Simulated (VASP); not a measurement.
Te: single point with PBE

Te:

```xyz
1
Lattice="2.3059 1.3313 1.6910 -2.3059 1.3313 1.6910 0.0000 -2.6626 1.6910" Properties=species:S:1:pos:R:3 pbc="T T T"
Te    0.0000    0.0000    2.5364
```

This isn't the form of Te at room conditions, which is trigonal, of chains.

- Program: VASP 6.6.1
- Task: single point
- Functional: PBE
- Potentials or basis: VASP PAW PBE potentials, release 64 (Te)
- Cutoff: 520 eV
- k mesh: 9 × 9 × 9
- Occupations: fermi-dirac, width 0.05 eV
- Spin: no spin polarisation

```
Pressure               : 2.6 GPa
Band gap on the k mesh : none (metal or under the smearing width)
```

Levels at points of the mesh, in eV from the Fermi level:
```csv
k point,band 1,band 2,band 3,band 4,band 5,band 6,band 7,band 8
"(0.00, 0.00, 0.00)",-13.98,0.96,1.43,1.43,6.05,6.05,6.72,16.82
```

It took 5.6 s on 1 thread of Intel(R) Xeon(R) 6975P-C (Granite Rapids) (shared host), peak memory 0.15 GiB.

The run has no spin-orbit coupling, so splittings on Te are missing.
